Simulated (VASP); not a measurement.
The system is CaO.

```
Ca O
1.0
    -1.55296    1.55296    5.82128
     1.55296   -1.55296    5.82128
     1.55296    1.55296   -5.82128
Ca O
2 2
Direct
  0.04236 0.04236 0.00000
  0.79236 0.29236 0.50000
  0.45764 0.45764 0.00000
  0.20764 0.70764 0.50000
```

The cell was built by a generator and needn't be a form met in nature.

* Program: VASP 6.6.1
* Task: relaxation of cell and atoms
* Functional: PBEsol
* Potentials or basis: VASP PAW PBE potentials, release 64 (Ca_sv, O)
* Cutoff: 600 eV
* k mesh: 9 × 9 × 9
* Occupations: fermi-dirac, width 0.05 eV
* Spin: no spin polarisation

At the start: pressure -3.8 GPa; volume 14.04 Å³/atom.

Problem. Where does the relaxation end?

Solution. Over 5 steps the energy falls by 6.5 meV/atom and the volume is 13.51 Å³/atom (-3.8 %); space group I4_1md (No. 109, to 0.05 Å).

Step by step:
```tsv
step	energy change (eV)	largest force (eV/Å)	pressure (GPa)	volume (Å³)
1	0.0000	0.0125	-3.79	56.16
2	-0.0233	0.0509	1.19	53.50
3	-0.0255	0.0357	-0.01	54.08
4	-0.0258	0.0248	0.01	54.05
5	-0.0259	0.0135	0.03	54.03
```

Final structure:
```
Ca O
1.0
    -1.53433    1.53433    5.73728
     1.53433   -1.53433    5.73728
     1.53433    1.53433   -5.73728
Ca O
2 2
Direct
  0.04260 0.04260 0.00000
  0.79260 0.29260 0.50000
  0.45740 0.45740 0.00000
  0.20740 0.70740 0.50000
```

Caveat: the PAW data sets were made with another functional, which shifts forces and pressure a little.
